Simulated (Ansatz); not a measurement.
A run of Ansatz 0.2.0 is set up as follows.

Contents of input.yaml:

```yaml
crystal:
  lattice:
    - [3.28802443, 0.0, 0.0]
    - [-1.64401221, 2.84751268, 0.0]
    - [0.0, 0.0, 5.38502486]
  atoms:
    - { symbol: Cu, position: [0.6666666667, 0.3333333333, 0.0] }
    - { symbol: Cu, position: [0.3333333333, 0.6666666667, 0.5] }
    - { symbol: O, position: [0.6666666667, 0.3333333333, 0.6252] }
    - { symbol: O, position: [0.3333333333, 0.6666666667, 0.1252] }
hamiltonian:
  xc: pbe
  pseudopotentials: { kind: paw }
  hubbard: { sites: [{ species: Cu, l: d, u_eff: 4.0 }] }
kpoints:
  mp_grid: { grid: [9, 9, 5] }
  band_path:
    path:
      - [[0.0, 0.0, 0.0], [0.5, 0.0, 0.0], [0.3333333333, 0.3333333333, 0.0], [0.0, 0.0, 0.0], [0.0, 0.0, 0.5], [0.5, 0.0, 0.5], [0.3333333333, 0.3333333333, 0.5], [0.0, 0.0, 0.5]]
      - [[0.5, 0.0, 0.5], [0.5, 0.0, 0.0]]
      - [[0.3333333333, 0.3333333333, 0.0], [0.3333333333, 0.3333333333, 0.5]]
    npoints: 14
scf:
  occupations: { method: fermi_dirac, width: 0.05 }
  n_extra_bands: 10
output:
  forces: true
  stress: true
  eigenvalues: true
  fatbands: true
  write_density: true
  write_potential: true
  elf: true
  volumetric_format: npy
```

Potentials or basis: Ansatz PAW.

Run with:

```bash
$ ansatz run input.yaml --threads 2 --pin off --max-ram 5632MiB --backend cpu --events-out ev --progress --plain --runs-dir out
```

Predict the largest force.

0.069 eV/Å.

Predict the pressure.

-7.1 GPa.

What does it give for the band gap on the k mesh?

None (metal or under the smearing width).

Forces in eV/Å, atoms in the order of the input:
```
Cu   0.000  0.000 -0.069
Cu   0.000  0.000 -0.069
O    0.000  0.000  0.069
O    0.000  0.000  0.069
```

Caveat: the pressure holds a Pulay correction of +0.6 GPa for the finite cutoff; the run has no spin polarisation, though such a crystal can be magnetic; U without spin polarisation on a metal has little footing.
